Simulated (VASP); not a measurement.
Set up this calculation in VASP 6.6.1, as the native input.

```yaml
Task: relaxation of the atoms
Functional: LDA
Potentials_or_basis: VASP PAW LDA potentials, release 64 (Na_pv, I)
Cutoff: 600 eV
k_mesh: 8 × 8 × 8
Occupations: gaussian, width 0.03 eV
Spin: no spin polarisation
Further_INCAR_settings: ALGO = Normal; EDIFF = 1e-07; IBRION = 2; EDIFFG = -0.01; NSW = 40
```

The structure of NaI lies in POSCAR:

```
NaI                                     
1.0
    0.0000000000      3.0883527267      3.0883527267
    3.0883527267      0.0000000000      3.0883527267
    3.0883527267      3.0883527267      0.0000000000
  Na              I             
     1     1
Direct
     0.0000000000000000    0.0000000000000000    0.0000000000000000
     0.5000000000000000    0.5000000000000000    0.5000000000000000
```

The cell isn't the ideal one: a relaxed cell with its volume scaled by 0.96.

These files were run (other wordings do the same):

INCAR

```
SYSTEM = NaI
ALGO     = Normal         ! electronic algorithm
EDIFF    = 1E-7           ! SCF threshold, eV
EDIFFG   = -0.01          ! ionic threshold
ENCUT    = 600            ! plane-wave cutoff, eV
GGA      = CA             ! functional
IBRION   = 2              ! ionic algorithm
ISIF     = 2              ! what is computed and relaxed
ISMEAR   = 0              ! smearing method
LASPH    = .TRUE.         ! aspherical terms in the spheres
LCHARG   = .FALSE.        ! write CHGCAR
LREAL    = .FALSE.        ! projectors in reciprocal space
LWAVE    = .FALSE.        ! write WAVECAR
NELM     = 80             ! most SCF steps
NSW      = 40             ! ionic steps
PREC     = Accurate       ! precision mode
SIGMA    = 0.03           ! smearing width, eV
```

KPOINTS

```
k-points
0
G
  8 8 8
  0 0 0
```

Potentials or basis: VASP PAW LDA potentials, release 64 (Na_pv, I).

Launch:

```console
$ cat potpaw_LDA.64/Na_pv/POTCAR potpaw_LDA.64/I/POTCAR > POTCAR
$ mpirun -np 1 vasp_std > vasp.out
```

It gave:

```
Pressure after relaxing : 1.0 GPa
Band gap on the k mesh  : 3.77 eV, direct
```

Caveat: the relaxation stopped at its first step, so nothing moved; spin-orbit coupling is left out, which moves the levels of the heavy elements.

It took 10 s on 1 thread of AMD EPYC 9R45 (Zen 5), on a shared host, peak memory 0.15 GiB.
